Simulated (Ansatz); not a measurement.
A N vacancy in zincblende BN, 63 atoms, charge 0

All numbers come from Ansatz (PAW, plane waves, no spin–orbit coupling) at the single k point (¼, ¼, ¼) without its symmetry partners. The atoms were relaxed with PBEsol in a fixed cell; other functionals are single points on those atoms unless said otherwise. The valence top and gap of the host come from its small cell on a dense mesh, with the band extrema sought between the mesh points, lined up by the mean potential, PBEsol gap 4.30 eV, HSE06 gap 5.80 eV.

Relaxed structure:

```xyz
63
Lattice="7.2116 0.0000 0.0000 0.0000 7.2116 0.0000 0.0000 0.0000 7.2116" Properties=species:S:1:pos:R:3 pbc="T T T"
B     0.0038    0.0053    7.2113
B     0.0019    0.0032    3.6053
B     0.0020    3.6109    7.2092
B     7.2078    3.6112    3.6055
B     3.6100    0.0027    7.2087
B     3.6099    7.2092    3.6053
B     3.6099    3.6109    7.2036
B     3.5255    3.5292    3.5234
B     1.8049    1.8062    7.2039
B     1.7964    1.7974    3.5981
B     1.8120    5.4136    7.2049
B     1.8131    5.3980    3.5981
B     5.4128    1.8129    7.2050
B     5.3963    1.8154    3.5987
B     5.4134    5.4145    0.0053
B     5.4302    5.4308    3.6405
B     1.8049    7.2096    1.8006
B     1.8119    7.2105    5.4080
B     1.7964    3.6037    1.7918
B     1.8132    3.6037    5.3924
B     5.4128    7.2106    1.8073
B     5.4135    0.0109    5.4089
B     5.3963    3.6043    1.8098
B     5.4303    3.6460    5.4254
B     7.2082    1.8062    1.8006
B     7.2093    1.8130    5.4084
B     7.2093    5.4140    1.8075
B     0.0098    5.4145    5.4088
B     3.6024    1.7980    1.7924
B     3.6030    1.8149    5.3921
B     3.6030    5.3978    1.8093
B     3.6440    5.4295    5.4239
N     0.9044    0.9057    0.9000
N     0.8992    0.9001    4.5024
N     0.8992    4.5080    0.8945
N     0.9078    4.5123    4.5066
N     4.5072    0.9002    0.8946
N     4.5104    0.9096    4.5066
N     4.5104    4.5122    0.9039
N     2.7058    2.7072    0.8903
N     2.6883    2.6898    4.4949
N     2.7120    6.3103    0.9001
N     2.7377    6.2910    4.5002
N     6.3092    2.7129    0.9006
N     6.2901    2.7390    4.5008
N     6.3138    6.3155    0.9073
N     6.3189    6.3198    4.5152
N     2.7057    0.8959    2.7016
N     2.7119    0.9057    6.3047
N     2.6882    4.5005    2.6842
N     2.7377    4.5058    6.2854
N     6.3091    0.9062    2.7073
N     6.3139    0.9129    6.3099
N     6.2900    4.5063    2.7334
N     6.3189    4.5208    6.3143
N     0.8948    2.7071    2.7015
N     0.9047    2.7128    6.3050
N     0.9046    6.3106    2.7072
N     0.9120    6.3152    6.3095
N     4.4985    2.6910    2.6854
N     4.5053    2.7386    6.2858
N     4.5053    6.2914    2.7330
N     4.5200    6.3185    6.3129
```

Chemical potentials μ are those of reference phases of the elements at zero temperature by the same functional (the usual solids, diamond for C, grey Sn, and the molecules H2, N2, O2, F2, Cl2, Br2 and S8).

| functional | E(defect) − E(host) − Σ nμ + q·E_VBM (eV) | monopole (eV) | alignment (eV) | formation energy at E_F = VBM (eV) | moment (μB) | wall time, shared host |
| --- | --- | --- | --- | --- | --- | --- |
| PBEsol | 7.82 | 0.00 | 0.00 | 7.82 | 1.0 | 56 s on NVIDIA H100 (relaxation) |
| HSE06 | 8.08 | 0.00 | 0.00 | 8.08 | 1.0 | 54 s on NVIDIA H100 |

HSE06 one-electron levels near the gap (the ten most localised at most), from the host's valence top:

```csv
level (eV),spin,filling,atoms sharing it,element of the atom with most weight
-0.12,up,1.00,13.1,B
0.23,down,1.00,10.3,B
4.24,up,1.00,5.1,B
```

All elements are taken at their own reference at once; growth conditions in equilibrium with the host shift these energies, by up to the host's formation enthalpy.

One k point and a cell of this size can leave errors of several tenths of an eV in such numbers.
